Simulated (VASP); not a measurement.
# GaSb (F-43m) in VASP: a series of runs

Runs on GaSb. Level: LDA. Tasks: relaxation of cell and atoms.

All numbers are computed with VASP 6.6.1; they aren't measurements. Logs are shortened: lines on timing, memory, paths and dates and some standing lists are left out, and cuts for length are marked.

## Step 1: The structure

Symmetry: F-43m, No. 216, cubic system. The conventional cell has a = 6.118 Å, b = 6.118 Å, c = 6.118 Å, α = 90.00°, β = 90.00°, γ = 90.00°. Ga (site symmetry -43m) is surrounded by 4 Sb at 2.65 Å. Sb (site symmetry -43m) is surrounded by 4 Ga at 2.65 Å.

## Step 2: Relaxation of cell and atoms, LDA

Input file INCAR:

```
SYSTEM = GaSb
PREC = Accurate ; ENCUT = 600
EDIFF = 1E-6 ; ISMEAR = 0
SIGMA = 0.03 ; LREAL = .FALSE.
LASPH = .TRUE. ; NELM = 80
ALGO = Normal ; ISIF = 3
LWAVE = .FALSE. ; LCHARG = .FALSE.
IBRION = 2 ; NSW = 90
EDIFFG = -0.01
```

Input file KPOINTS:

```
regular mesh
0
G
  10 10 10
  0 0 0
```

Input file POSCAR:

```
GaSb
1.0
    0.0000000000      3.0590000000      3.0590000000
    3.0590000000      0.0000000000      3.0590000000
    3.0590000000      3.0590000000      0.0000000000
Ga Sb
1 1
Direct
    0.0000000000      0.0000000000      0.0000000000
    0.2500000000      0.2500000000      0.2500000000
```

Potentials or basis: VASP PAW LDA potentials, release 64 (Ga_d, Sb).

Started as:

```console
> cat potpaw_LDA.64/Ga_d/POTCAR potpaw_LDA.64/Sb/POTCAR > POTCAR
> mpirun -np 1 vasp_std > vasp.out
```

OUTCAR:

```text
SYSTEM = GaSb
   PREC = Accurate
   ENCUT = 600
   EDIFF = 1E-6
   ISMEAR = 0
   LREAL = .FALSE.
   LASPH = .TRUE.
   NELM = 80
   ISIF = 3
   IBRION = 2
   NSW = 90
   EDIFFG = -0.01

 ion  position               nearest neighbor table
   1  0.000  0.000  0.000-   2 2.65   2 2.65   2 2.65   2 2.65
   2  0.250  0.250  0.250-   1 2.65   1 2.65   1 2.65   1 2.65

  LATTYP: Found a face centered cubic cell.
 ALAT       =     6.1180000000

  Lattice vectors:

 A1 = (   0.0000000000,   3.0590000000,   3.0590000000)
 A2 = (   3.0590000000,   0.0000000000,   3.0590000000)
 A3 = (   3.0590000000,   3.0590000000,   0.0000000000)

Analysis of symmetry for initial positions (statically):
=====================================================================
 Subroutine PRICEL returns:
 Original cell was already a primitive cell.

 Routine SETGRP: Setting up the symmetry group for a
 face centered cubic supercell.

 Subroutine GETGRP returns: Found 24 space group operations
 (whereof 24 operations were pure point group operations)
 out of a pool of 48 trial point group operations.

The static configuration has the point symmetry T_d .

Analysis of symmetry for dynamics (positions and initial velocities):
=====================================================================
 Subroutine PRICEL returns:
 Original cell was already a primitive cell.

 Routine SETGRP: Setting up the symmetry group for a
 face centered cubic supercell.

 Subroutine GETGRP returns: Found 24 space group operations
 (whereof 24 operations were pure point group operations)
 out of a pool of 48 trial point group operations.

The dynamic configuration has the point symmetry T_d .

 Subroutine INISYM returns: Found 24 space group operations
 (whereof 24 operations are pure point group operations),
 and found     1 'primitive' translations

----------------------------------------------------------------------------------------

                                     Primitive cell

  volume of cell :      57.2491

  direct lattice vectors                    reciprocal lattice vectors
     0.000000000  3.059000000  3.059000000    -0.163452109  0.163452109  0.163452109
     3.059000000  0.000000000  3.059000000     0.163452109 -0.163452109  0.163452109
     3.059000000  3.059000000  0.000000000     0.163452109  0.163452109 -0.163452109

  length of vectors
     4.326079287  4.326079287  4.326079287     0.283107357  0.283107357  0.283107357

  position of ions in fractional coordinates (direct lattice)
     0.000000000  0.000000000  0.000000000
     0.250000000  0.250000000  0.250000000

[... 101 lines left out ...]
   GGA     = CA    functional components
   LHFCALC =     F    Hartree Fock is set to
   AEXX    =    0.0000 exact exchange contribution
   IVDW    =     0    specifies the selected vdW correction
   LEPSILON=     F    determine dielectric tensor
   LRPA    =     F    only Hartree local field effects (RPA)
 conjugate gradient relaxation of ions
 non-spin polarized calculation
 Gauss-broadening in eV      SIGMA  =   0.03
  energy-cutoff  :      600.00
  volume of cell :       57.25
 maximum number of plane-waves:      1925
   NGX = 17   NGY = 17   NGZ = 17

--------------------------------------- Ionic step        1  -------------------------------------------

 number of electron      18.0000006 magnetization

 Free energy of the ion-electron system (eV)
  ---------------------------------------------------
  ext. energy  EPLUGINS =         0.00000000
  ---------------------------------------------------
  free energy    TOTEN  =        -8.66360254 eV

  energy without entropy =       -8.66355626  energy(sigma->0) =       -8.66357940

------------------------ aborting loop because EDIFF is reached ----------------------------------------

  FORCE on cell =-STRESS in cart. coord.  units (eV):
  Direction    XX          YY          ZZ          XY          YZ          ZX
  --------------------------------------------------------------------------------------
  -------------------------------------------------------------------------------------
  Total       -0.5684177     -0.5684177     -0.5684177     -0.0000000     -0.0000000      0.0000000
  in kB      -15.9077850    -15.9077850    -15.9077850     -0.0000000     -0.0000000      0.0000000
  external PRESSURE =     -15.9077850 kB  Pullay stress =       0.0000000 kB
[... 59 lines left out ...]
--------------------------------------- Ionic step        3  -------------------------------------------

 number of electron      18.0000005 magnetization

 Free energy of the ion-electron system (eV)
  ---------------------------------------------------
  ext. energy  EPLUGINS =         0.00000000
  ---------------------------------------------------
  free energy    TOTEN  =        -8.67242297 eV

  energy without entropy =       -8.67241861  energy(sigma->0) =       -8.67242079

 E-fermi :   5.0547     XC(G=0):  -9.5303

 val. band max:        5.0020563612   @ k =   0.0000   0.0000   0.0000
 cond. band min:       5.0983881608   @ k =   0.0000   0.0000   0.0000
 fundamental gap:      0.0963317997
 Fermi energy:         5.0546778047

 k-point     1 :       0.0000    0.0000    0.0000
  band No.  band energies     occupation
      1     -10.2073      2.00000
      2     -10.2073      2.00000
      3     -10.2073      2.00000
      4     -10.1531      2.00000
      5     -10.1531      2.00000
      6      -6.7331      2.00000
      7       5.0021      1.98688
      8       5.0021      1.98688
      9       5.0021      1.98688
     10       5.0984      0.03935
     11       7.7428      0.00000
     12       7.7428      0.00000
     13       7.7428      0.00000
[... 354 lines left out ...]
  band No.  band energies     occupation
      1     -10.2470      2.00000
      2     -10.1868      2.00000
      3     -10.1862      2.00000
      4     -10.1626      2.00000
      5     -10.1501      2.00000
      6      -5.0592      2.00000
      7      -0.7051      2.00000
      8       2.3901      2.00000
      9       2.7229      2.00000
     10       6.1412      0.00000
     11       7.2110      0.00000
     12      11.2255      0.00000
     13      11.7454      0.00000

 [... further k-points ...]

------------------------ aborting loop because EDIFF is reached ----------------------------------------

  FORCE on cell =-STRESS in cart. coord.  units (eV):
  Direction    XX          YY          ZZ          XY          YZ          ZX
  --------------------------------------------------------------------------------------
  -------------------------------------------------------------------------------------
  Total       -0.0031663     -0.0031663     -0.0031663      0.0000000      0.0000000      0.0000000
  in kB       -0.0913933     -0.0913933     -0.0913933      0.0000000      0.0000000      0.0000000
  external PRESSURE =      -0.0913933 kB  Pullay stress =       0.0000000 kB
[... 17 lines left out ...]
  FREE ENERGIE OF THE ION-ELECTRON SYSTEM (eV)
  ---------------------------------------------------
  free  energy   TOTEN  =        -8.6724229747 eV

  energy  without entropy=       -8.6724186075  energy(sigma->0) =       -8.67242079

 reached required accuracy - stopping structural energy minimisation
```

OSZICAR:

```text
N       E                     dE             d eps       ncg     rms          rms(c)
DAV:   1     0.815066176628E+02    0.81507E+02   -0.94236E+03  1246   0.185E+03
DAV:   2    -0.263123769722E+01   -0.84138E+02   -0.82121E+02  1362   0.335E+02
DAV:   3    -0.866720959747E+01   -0.60360E+01   -0.59855E+01  1512   0.758E+01
[... 22 lines left out ...]
DAV:   3    -0.867281802996E+01    0.34276E-02   -0.42451E-03  1612   0.117E+00    0.753E-02
DAV:   4    -0.867245717412E+01    0.36086E-03   -0.42041E-04  1565   0.324E-01    0.257E-02
DAV:   5    -0.867242449669E+01    0.32677E-04   -0.24615E-05  1568   0.673E-02    0.778E-03
DAV:   6    -0.867242296994E+01    0.15267E-05   -0.47386E-06  1097   0.420E-02    0.300E-03
DAV:   7    -0.867242297467E+01   -0.47330E-08   -0.33878E-07   611   0.797E-03
   3 F= -.86724230E+01 E0= -.86724208E+01  d E =-.882044E-02
```

Run time: 30 s. Hardware: 1 thread of Intel Xeon 6975P-C (Granite Rapids), shared host; peak memory 0.2 GiB.

Results:

```yaml
Free_energy: -8.6724 eV
Relaxed_volume: 27.75 Å³/atom
Relaxed_cell: a = 4.282 Å, b = 4.282 Å, c = 4.282 Å, α = 60.00°, β = 60.00°, γ = 60.00°
Space_group_after_relaxing_to_0.05_Å: F-43m (No. 216)
Energy_gained_by_relaxing: 4.4 meV/atom
Ionic_steps: 3
Pressure_after_relaxing: 0.0 GPa
Band_gap_on_the_k_mesh: 0.10 eV, direct
```

Step by step:
```
step  energy change (eV)  largest force (eV/Å)  pressure (GPa)  volume (Å³)
   1              0.0000                0.0000           -1.59        57.25
   2             -0.0078                0.0000            0.58        54.93
   3             -0.0088                0.0000           -0.01        55.51
```

Final structure:
```yaml
crystal:
  lattice:
    - [0.00000, 3.02767, 3.02767]
    - [3.02767, 0.00000, 3.02767]
    - [3.02767, 3.02767, 0.00000]
  atoms:
    - { symbol: Ga, position: [0.00000, 0.00000, 0.00000] }
    - { symbol: Sb, position: [0.25000, 0.25000, 0.25000] }
```

Levels at points of the mesh, in eV from the valence-band top:
```
           k point  band 5  band 6  band 7  band 8  band 9  band 10  band 11  band 12  band 13
(0.00, 0.00, 0.00)  -15.16  -11.74    0.00    0.00    0.00     0.10     2.74     2.74     2.74
(0.50, 0.00, 0.00)  -15.16  -10.03   -6.56   -1.20   -1.20     0.36     3.71     3.71     6.29
(0.50, 0.50, 0.00)  -15.15   -9.16   -6.99   -2.69   -2.69     0.80     1.11     8.78     8.78
```

Caveat: spin-orbit coupling is left out, which moves the levels of the heavy elements. Zero-point motion and thermal expansion aren't in these numbers.

(Part 1 of 2 ends here.)
